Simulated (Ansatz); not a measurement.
Write the native input for Ansatz 0.2.0 that does the following.

```
Task                : Born charges
Functional          : PBEsol
Potentials or basis : all-electron PAW datasets made for the crystal
Cutoff              : 290 eV (chosen from the basis error)
k mesh              : 8 × 8 × 8
Occupations         : fixed
Spin                : no spin polarisation
```

PbS (Galena):

```xyz
2
Lattice="0.0000 2.9657 2.9657 2.9657 0.0000 2.9657 2.9657 2.9657 0.0000" Properties=species:S:1:pos:R:3 pbc="T T T"
Pb    0.0000    0.0000    0.0000
S     2.9657    2.9657    2.9657
```

The input as run:

input.yaml

```yaml
crystal:
  lattice:
    - [0.0, 2.96575, 2.96575]
    - [2.96575, 0.0, 2.96575]
    - [2.96575, 2.96575, 0.0]
  atoms:
    - { symbol: Pb, position: [0.0, 0.0, 0.0] }
    - { symbol: S, position: [0.5, 0.5, 0.5] }
kpoints:
  mp_grid: { grid: [8, 8, 8] }
scf:
  occupations: { method: fixed }
hamiltonian:
  xc: pbesol
  pseudopotentials: { kind: all_electron, datasets: crystal }
output: {}
dielectric: {}
```

Potentials or basis: all-electron PAW datasets made for the crystal.

Run with:

```bash
$ ansatz run input.yaml --threads 1 --pin off --max-ram 3072MiB --backend cpu --events-out ev --progress --plain --runs-dir out
```

Results of the run:

| Item | Value |
| --- | --- |
| Band gap on the k mesh | 0.25 eV, direct |

Caveat: the program warned that the printed levels may be off, so bands, gaps and densities of states are rough; spin-orbit coupling is left out, which as a rule narrows the gap of such compounds by several tenths of an eV.

It took 33 s on 1 thread of Arm Neoverse V1, on a shared host, peak memory 0.64 GiB.
